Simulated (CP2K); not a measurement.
# TiO2 in CP2K: the effect of functional

Crystal: TiO2.

```
CELL_PARAMETERS angstrom
5.29100 0.00000 0.00000
-2.64550 4.58214 0.00000
0.00000 0.00000 6.13300
ATOMIC_POSITIONS crystal
Ti 0.46446 0.98915 0.29998
Ti 0.01771 0.45763 0.64829
Ti 0.54710 0.55927 0.99816
O 0.39862 0.31075 0.22418
O 0.68466 0.07622 0.56390
O 0.91504 0.60361 0.88112
O 0.32561 0.42086 0.78586
O 0.11687 0.72076 0.45546
O 0.52993 0.86176 0.14304
```

The cell comes from a database or a generator and needn't be the stable form of this composition.

The cell isn't the ideal one: all atoms moved at random.

Alike in all runs:

```yaml
Program: CP2K 2026.2
Task: single point
Potentials_or_basis: POTENTIAL_UZH Ti GTH-PBE-q12, O GTH-PBE-q6; DZVP-MOLOPT-PBE-GTH basis
Density_cutoff: 11565 eV
k_mesh: 5 × 5 × 4
Occupations: fermi-dirac, width 0.05 eV
Spin: no spin polarisation
```

One run gave: gap on the mesh 2.71 eV; pressure 0.2 GPa; largest force 33.43 eV/Å. Which functional did it use?
A. PBEsol
B. LDA
C. PBE
D. HLE17
E. HLE16

E.

```csv
functional,gap on the mesh (eV),pressure (GPa),largest force (eV/Å)
PBE,3.17,20.6,41.44
LDA,3.14,15.6,41.66
PBEsol,3.17,17.9,41.46
rev-vdW-DF2,3.16,19.6,41.72
HLE16,2.71,0.2,33.43
RPBE,3.18,22.8,41.34
HLE17,3.03,6.8,37.54
```

Caveats: an odd mesh through Γ misses points on the zone boundary, where band edges often lie; the basis of atomic orbitals isn't converged, which shifts pressures, moduli and gaps; the potentials were made for another functional, which shifts forces and pressure (some runs); the potentials were made for a functional far from this one (some runs); forces of over 1 eV/Å show positions far from the minimum, so gaps and moduli don't describe the material at rest (some runs).
